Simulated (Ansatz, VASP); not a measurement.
# Two plane-wave programs on Cu

```
CELL_PARAMETERS angstrom
-1.44279 1.44279 1.37608
1.44279 -1.44279 1.37608
1.44279 1.44279 -1.37608
ATOMIC_POSITIONS crystal
Cu 0.00000 0.00000 0.00000
```

This isn't the form of Cu at room conditions, which is fcc.

Alike in both runs: task relaxation of cell and atoms; functional BLYP; dispersion D3(BJ); k mesh 16 × 16 × 16; no spin polarisation.

|  | VASP | Ansatz |
| --- | --- | --- |
| version | VASP 6.6.1 | Ansatz 0.2.0 |
| potentials or method | VASP PAW PBE potentials, release 64 (Cu) | plane waves, PAW |
| plane-wave cutoff (eV) | 600 | 530 |
| occupations | methfessel-paxton of order 1, width 0.15 eV | cold, width 0.15 eV |
| valence electrons in the cell | 11 | 19 |

Ansatz gave:

| Item | Value |
| --- | --- |
| relaxed volume (Å³/atom) | 11.18 |
| relaxed cell length with the largest relative difference (Å) | 2.445 |
| energy change over the relaxation (meV/atom) | -5 |

**Question.** What did VASP give for the same quantities?

**Answer.** Relaxed volume (Å³/atom): 11.22; relaxed cell length with the largest relative difference (Å): 2.449; energy change over the relaxation (meV/atom): -4.

The two sets of potentials don't hold the same shells in valence.

Caveats: the PAW data sets were made with another functional, which shifts forces and pressure a little (VASP); pairwise dispersion overbinds metals, which lowers pressure and volume.
